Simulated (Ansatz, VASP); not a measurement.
Given: the input of a run of VASP 6.6.1 on TiO2. The cell is a database's computed one, not the measured one.

The input INCAR:

```
PREC     = Accurate       # precision mode
ENCUT    = 600            # plane-wave cutoff, eV
EDIFF    = 1E-6           # SCF threshold, eV
ISMEAR   = -1             # smearing method
SIGMA    = 0.05           # smearing width, eV
LREAL    = False          # projectors in reciprocal space
LASPH    = True           # aspherical terms in the spheres
NELM     = 60             # most SCF steps
ALGO     = Normal         # electronic algorithm
ISIF     = 3              # what is computed and relaxed
LWAVE    = False          # write WAVECAR
LCHARG   = False          # write CHGCAR
GGA      = B5             # functional
ALDAX    = 1.0          
AGGAX    = 1.0          
AGGAC    = 1.0          
ALDAC    = 0.0          
IBRION   = 2              # ionic algorithm
NSW      = 60             # ionic steps
EDIFFG   = -0.01          # ionic threshold
```

Contents of KPOINTS:

```
regular mesh
0
Gamma
  6 6 9
```

File POSCAR:

```
TiO2
1.0
    4.5998373239      0.0000000000      0.0000000000
    0.0000000000      4.5998373239      0.0000000000
    0.0000000000      0.0000000000      2.9592135600
Ti O
2 4
Direct
    0.0000000000      0.0000000000      0.5000000000
    0.5000000000      0.5000000000      0.0000000000
    0.3043213200      0.3043213200      0.5000000000
    0.1956786800      0.8043213200      0.0000000000
    0.8043213200      0.1956786800      0.0000000000
    0.6956786800      0.6956786800      0.5000000000
```

Potentials or basis: VASP PAW PBE potentials, release 64 (Ti_sv, O).

Command:

```bash
$ cat potpaw_PBE.64/Ti_sv/POTCAR potpaw_PBE.64/O/POTCAR > POTCAR
$ mpirun -np 1 vasp_std > vasp.out
```

Q: What does the same run look like in Ansatz 0.2.0? Potentials or basis there: Ansatz PAW, cutoff 420 eV.

A: As run (cutoffs and basis follow the program's own potentials, and thresholds, step limits or extra output files can differ):

input.yaml

```yaml
crystal:
  lattice:
    - [4.5998373239, 0.0, 0.0]
    - [0.0, 4.5998373239, 0.0]
    - [0.0, 0.0, 2.95921356]
  atoms:
    - { symbol: Ti, position: [0.0, 0.0, 0.5] }
    - { symbol: Ti, position: [0.5, 0.5, 0.0] }
    - { symbol: O, position: [0.30432132, 0.30432132, 0.5] }
    - { symbol: O, position: [0.19567868, 0.80432132, 0.0] }
    - { symbol: O, position: [0.80432132, 0.19567868, 0.0] }
    - { symbol: O, position: [0.69567868, 0.69567868, 0.5] }
hamiltonian:
  xc: blyp
  pseudopotentials: { kind: paw }
kpoints:
  mp_grid: { grid: [6, 6, 9] }
scf:
  occupations: { method: fermi_dirac, width: 0.05 }
output:
  forces: true
  stress: true
  write_density: true
  write_potential: true
  elf: true
  volumetric_format: npy
relax:
  f_tol: 0.01
  max_steps: 40
  cell: { stress_tol: 0.05 }
```

Potentials or basis: Ansatz PAW.

Run with:

```console
$ ansatz run input.yaml --threads 2 --pin off --max-ram 5632MiB --backend cpu --events-out ev --progress --plain --runs-dir out
```

Both were run:

|  | VASP | Ansatz |
| --- | --- | --- |
| Relaxed volume | 10.95 Å³/atom | 10.92 Å³/atom |
| Relaxed cell | a = 4.688 Å, b = 4.688 Å, c = 2.990 Å, α = 90.00°, β = 90.00°, γ = 90.00° | a = 4.684 Å, b = 4.684 Å, c = 2.985 Å, α = 90.00°, β = 90.00°, γ = 90.00° |
| Space group after relaxing | P4_2/mnm (No. 136) | P4_2/mnm (No. 136) |
| Pressure after relaxing | 0.1 GPa | 0.0 GPa |

Ansatz's pressure holds a Pulay term of +0.87 GPa for its cutoff of 420 eV, which the other run lacks.

VASP's potentials were made for PBE. Ansatz's potentials were made for PBE.

Where Ansatz's input types no cutoff or centring, it takes its own default and a Γ-centred mesh.

Pressure is positive in compression.
